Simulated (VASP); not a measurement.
# ZnSe: relaxed cell and band gap, by functional

ZnSe, F-43m (no. 216), 2 atoms in the cell.

| Functional | Volume (Å³/atom) | Change from the starting volume (fraction) | Gap, path and mesh (eV) | Time (s) |
|---|---|---|---|---|
| OPTX + LYP (libxc) | 24.53 | 0.078 | 1.46 | 47 |
| Wu-Cohen (libxc) | 22.44 | -0.014 | 1.18 | 37 |
| HCTH/407 (libxc) | 24.69 | 0.085 | 1.37 | 47 |
| APBE (libxc) | 24.06 | 0.057 | 1.11 | 48 |
| PBEint (libxc) | 22.83 | 0.003 | 1.24 | 37 |
| PW91 (libxc) | 23.53 | 0.034 | 1.12 | 39 |
| N12 (libxc) | 22.54 | -0.009 | 1.43 | 40 |
| PBE (libxc) | 23.63 | 0.039 | 1.14 | 41 |

## Input of the first row

INCAR.step1:
```
PREC = Accurate
ENCUT = 600
EDIFF = 1E-7
ISMEAR = 0
SIGMA = 0.02
LREAL = False
LASPH = True
GGA_COMPAT = False
ALGO = Normal
NELM = 150
ISIF = 3
LWAVE = False
LCHARG = False
GGA = LIBXC
LIBXC1 = GGA_X_OPTX
LIBXC2 = GGA_C_LYP
IBRION = 2
EDIFFG = -0.005
NSW = 60
```

INCAR.step2, as INCAR.step1 but for:
```
- NSW = 60
+ NSW = 40
```

INCAR.step3, as INCAR.step2 but for:
```
- ISIF = 3
- IBRION = 2
- EDIFFG = -0.005
- NSW = 40
+ ISIF = 2
+ NBANDS = 16
```

KPOINTS:
```
k-points
0
Gamma
  6 6 6
```

KPOINTS_OPT:
```
path GXWKGLUWLK,UX
8
line-mode
reciprocal
 0.0000000000  0.0000000000  0.0000000000  G
 0.5000000000  0.0000000000  0.5000000000  X

 0.5000000000  0.0000000000  0.5000000000  X
 0.5000000000  0.2500000000  0.7500000000  W

 0.5000000000  0.2500000000  0.7500000000  W
 0.3750000000  0.3750000000  0.7500000000  K

 0.3750000000  0.3750000000  0.7500000000  K
 0.0000000000  0.0000000000  0.0000000000  G

 0.0000000000  0.0000000000  0.0000000000  G
 0.5000000000  0.5000000000  0.5000000000  L

 0.5000000000  0.5000000000  0.5000000000  L
 0.6250000000  0.2500000000  0.6250000000  U

 0.6250000000  0.2500000000  0.6250000000  U
 0.5000000000  0.2500000000  0.7500000000  W

 0.5000000000  0.2500000000  0.7500000000  W
 0.5000000000  0.5000000000  0.5000000000  L

 0.5000000000  0.5000000000  0.5000000000  L
 0.3750000000  0.3750000000  0.7500000000  K

 0.6250000000  0.2500000000  0.6250000000  U
 0.5000000000  0.0000000000  0.5000000000  X
```

POSCAR.step1:
```
ZnSe
1.0
    0.0000000000      2.8338000000      2.8338000000
    2.8338000000      0.0000000000      2.8338000000
    2.8338000000      2.8338000000      0.0000000000
Se Zn
1 1
Direct
    0.7500000000      0.7500000000      0.7500000000
    0.0000000000      0.0000000000      0.0000000000
```

Commands (each step's output is kept before the next begins):
```
cat potpaw_PBE.64/Se/POTCAR potpaw_PBE.64/Zn/POTCAR > POTCAR
cp INCAR.step1 INCAR
cp POSCAR.step1 POSCAR
mpirun -np 1 vasp_std > vasp.out
cp CONTCAR POSCAR
rm WAVECAR CHG
cp INCAR.step2 INCAR
mpirun -np 1 vasp_std > vasp.out
cp CONTCAR POSCAR
rm WAVECAR CHG
cp INCAR.step3 INCAR
mpirun -np 1 vasp_std > vasp.out
```

Changes of the last row against the first:
```
(all steps)
- LIBXC1 = GGA_X_OPTX
- LIBXC2 = GGA_C_LYP
+ LIBXC1 = GGA_X_PBE
+ LIBXC2 = GGA_C_PBE
```

VASP 6.6.1 took 47 s on 1 core (Intel Xeon 6975P-C (Granite Rapids)), a shared host.
